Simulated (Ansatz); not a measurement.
Relaxation of a periodic cell of 21 atoms, H$_{2}$C$_{19}$ (surface graphene monolayer, adsorbate CH2), to a largest force component of 0.03 eV/Å in at most 60 steps.

The calculation used DFT PBE, scalar-relativistic, plane waves, PAW (Ansatz). Settings: cutoff 420 eV, k mesh 2x2x1, gaussian smearing 0.05 eV, no spin polarisation.

```xyz
21
Lattice="7.3980 0.0000 0.0000 -3.6990 6.4069 0.0000 0.0000 0.0000 12.0000" Properties=species:S:1:pos:R:3
C 0.000 0.000 1.000
C 1.233 0.712 1.000
C -1.233 2.136 1.000
C 0.000 2.847 1.000
C -2.466 4.271 1.000
C -1.233 4.983 1.000
C 2.466 0.000 1.000
C 3.699 0.712 1.000
C 1.233 2.136 1.000
C 2.466 2.847 1.000
C 0.000 4.271 1.000
C 1.233 4.983 1.000
C 4.932 0.000 1.000
C 6.165 0.712 1.000
C 3.699 2.136 1.000
C 4.932 2.847 1.000
C 2.466 4.271 1.000
C 3.699 4.983 1.000
C -0.451 5.465 2.250
H -0.213 6.333 2.850
H -0.688 4.597 2.850
```

Task: Where does it end, and by what steps?

Result: It converged. Limits of this set-up: slab without dipole correction, open-shell adsorbate without spin. After 9 steps the energy has fallen by 5.459 eV; H20 moved furthest, 0.85 Å.

| step | energy less start (eV) | largest force component (eV/Å) | accepted |
| --- | --- | --- | --- |
| 0 | 0.0000 | 6.758 | yes |
| 1 | -1.8890 | 4.043 | yes |
| 2 | -3.2405 | 2.793 | yes |
| 3 | -4.4530 | 2.158 | yes |
| 4 | -5.1838 | 1.113 | yes |
| 5 | -5.3873 | 0.674 | yes |
| 6 | -5.4128 | 0.388 | yes |
| 7 | -5.4537 | 0.339 | yes |
| 8 | -5.4580 | 0.083 | yes |
| 9 | -5.4589 | 0.023 | yes |

```xyz
21
Lattice="7.3980 0.0000 0.0000 -3.6990 6.4069 0.0000 0.0000 0.0000 12.0000" Properties=species:S:1:pos:R:3
C 0.022 0.121 0.856
C 1.258 0.839 0.853
C -1.191 2.254 0.914
C 0.023 2.933 0.968
C -2.470 4.372 0.963
C -1.260 5.132 1.303
C 2.493 0.153 0.965
C 3.706 0.832 0.915
C 1.257 2.247 0.856
C 2.494 2.965 0.860
C 0.076 4.361 1.307
C 1.286 5.121 0.969
C 4.966 0.104 0.915
C 6.201 0.825 0.855
C 3.713 2.261 0.856
C 4.947 2.982 0.914
C 2.497 4.395 0.856
C 3.717 5.098 0.852
C -0.596 4.748 2.612
H -0.135 5.553 3.181
H -1.063 3.946 3.179
```

Run time: 3 min on 1 thread of Intel(R) Xeon(R) Processor @ 2.50GHz (Skylake/Cascade Lake), on a shared host, peak memory 0.66 GiB.
